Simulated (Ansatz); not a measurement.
# How far is PAW off for Li?

```
Li
1.0
     0.00000    2.20200    2.20200
     2.20200    0.00000    2.20200
     2.20200    2.20200    0.00000
Li
1
Direct
  0.00000 0.00000 0.00000
```

The conventional cell has a = 4.404 Å, b = 4.404 Å, c = 4.404 Å, α = 90.00°, β = 90.00°, γ = 90.00°. Li (atom 1) is surrounded by 12 Li at 3.11 Å.

The cell is COD entry 9008473, as deposited and not checked against the literature; nothing was relaxed.

All numbers are computed: DFT, PBE, PAW with Ansatz's default frozen-core files, scalar-relativistic (Ansatz 0.2.0); DFT, PBE, all-electron PAW with datasets made for the crystal, scalar-relativistic (Ansatz 0.2.0); DFT, PBE, all-electron LAPW, scalar-relativistic (Ansatz 0.2.0).

For PAW: a Γ-centred 16×16×16 k mesh, Fermi–Dirac smearing of 0.05 eV, cutoff 420 eV, no spin polarisation. The crystal-made all-electron datasets (AE datasets) take a cutoff of 100 eV at this cell. LAPW targets a basis error of 0.5 meV/atom. The Ansatz runs share mesh, smearing and spin set-up. Plane-wave (PAW) pressures include the program's estimate of the Pulay term.

Stress and pressure are positive in compression.

Levels count from the Fermi level.

```json
{"quantity": "pressure (GPa)", "PAW": "-0.70", "AE datasets": "-0.70", "LAPW": "-0.70"}
{"quantity": "lowest empty level at K (eV)", "PAW": "2.465", "AE datasets": "2.464", "LAPW": "2.464"}
{"quantity": "highest filled level at Γ (eV)", "PAW": "-3.484", "AE datasets": "-3.482", "LAPW": "-3.482"}
{"quantity": "lowest empty level at Γ (eV)", "PAW": "13.850", "AE datasets": "13.850", "LAPW": "13.850"}
{"quantity": "lowest empty level at X (eV)", "PAW": "1.514", "AE datasets": "1.514", "LAPW": "1.514"}
```

PAW's pressure differs from the LAPW value by about 0.01 GPa or less.
